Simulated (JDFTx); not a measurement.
## CdS (Hawleyite) under changes of volume

One of the cells (24.808 Å³/atom); the others are scaled copies at fixed shape and fractional positions:

```
Cd S
1.0
     0.00000    2.91650    2.91650
     2.91650    0.00000    2.91650
     2.91650    2.91650    0.00000
Cd S
1 1
Direct
  0.00000 0.00000 0.00000
  0.75000 0.75000 0.75000
```

| Quantity | Value |
| --- | --- |
| Program | JDFTx 1.7.0 (patched build) |
| Functional | PBEsol |
| Potentials or basis | PseudoDojo-SR-PBEsol-0.4.1-standard with smoothed tails |
| Cutoff | 1388 eV |
| Density cutoff | 11102 eV |
| k mesh | 8 × 8 × 8 |
| Occupations | fermi-dirac, width 0.05 eV |
| Spin | no spin polarisation |

| volume (Å³/atom) | energy over the lowest point (meV/atom) | pressure (GPa) | gap on the mesh (eV) |
| --- | --- | --- | --- |
| 23.319 | 16.76 | 4.0 | 1.13 |
| 23.815 | ? | ? | ? |
| 24.312 | 1.24 | 1.0 | 1.04 |
| 24.808 | 0.00 | -0.3 | 1.00 |
| 25.304 | 2.51 | -1.4 | 0.96 |
| 25.800 | 8.36 | -2.4 | 0.92 |
| 26.296 | 17.20 | -3.3 | 0.88 |

What does the run at 23.815 Å³/atom give?

Energy over the lowest point 6.66 meV/atom; pressure 2.4 GPa; gap on the mesh 1.09 eV.

Worked out: A Birch-Murnaghan fit of order 3 (a polynomial in V^(-2/3)) to the other rows has its minimum at 24.71 Å³/atom with B0 = V·E''(V) = 61 GPa and B' = 4.5. It gives 6.66 meV/atom at 23.815 Å³/atom, against the run's 6.66, and -dE/dV = 2.5 GPa, against 2.4. A straight line through the other rows of the gap, of slope -2.07 eV per unit of ln V (its deformation potential), gives 1.09 eV, against the run's 1.09.

Energies are extrapolated to zero smearing.

Spin-orbit coupling on Cd is left out.
